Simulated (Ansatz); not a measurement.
# B: the cost of one run

Program: Ansatz 0.2.0. Level of theory: DFT PBE, scalar-relativistic, plane waves, PAW. These are calculated values, not measurements.

1 further run of the same task is left out (it didn't finish). Runs told in other sessions of the task aren't counted.

## Step 1: The system as given

Symmetry: P6_3mc, No. 186, hexagonal system. Conventional cell: a = 2.221 Å, b = 2.221 Å, c = 10.816 Å, α = 90.00°, β = 90.00°, γ = 120.00°. B (site symmetry 3m) is surrounded by 12 B at 2.18 to 2.25 Å. B (site symmetry 3m) is surrounded by 12 B at 2.18 to 2.22 Å. Around B (site symmetry 3m) lie 12 B at 2.21 to 2.25 Å.

As a file:

```
CELL_PARAMETERS angstrom
2.22093 0.00000 0.00000
-1.11047 1.92338 0.00000
0.00000 0.00000 10.81594
ATOMIC_POSITIONS crystal
B 0.66667 0.33333 0.83063
B 0.33333 0.66667 0.66813
B 0.66667 0.33333 0.16813
B 0.33333 0.66667 0.00157
B 0.66667 0.33333 0.50157
B 0.33333 0.66667 0.33063
```

The cell is invented: one element on all sites of the LiMg type (P6_3mc, No. 186). Its size is a rough estimate.

## Step 2: Probe: one point on a coarse mesh

Input file input.yaml:

```yaml
crystal:
  lattice:
    - [2.22093163, 0.0, 0.0]
    - [-1.11046582, 1.92338321, 0.0]
    - [0.0, 0.0, 10.81593994]
  atoms:
    - { symbol: B, position: [0.66666667, 0.33333333, 0.83062619] }
    - { symbol: B, position: [0.33333333, 0.66666667, 0.66813409] }
    - { symbol: B, position: [0.66666667, 0.33333333, 0.16813409] }
    - { symbol: B, position: [0.33333333, 0.66666667, 0.00157258] }
    - { symbol: B, position: [0.66666667, 0.33333333, 0.50157258] }
    - { symbol: B, position: [0.33333333, 0.66666667, 0.33062619] }
basis:
  ecutwfc: 420
kpoints:
  mp_grid: { grid: [12, 12, 2] }
hamiltonian:
  xc: pbe
scf:
  occupations: { method: gaussian, width: 0.1 }
  lower_state_search: "off"
output:
  forces: true
  stress: true
  eigenvalues: true
```

Started as:

```bash
$ ansatz run input.yaml --threads 1 --pin off --max-ram 2560MiB --backend cpu --events-out ev --progress --plain --runs-dir out
```

Q: Estimate wall time and peak memory on 1 thread of Intel Xeon at 2.50GHz (Skylake/Cascade Lake), shared host.

About 4.2 s, with a peak of 0.33 GiB.
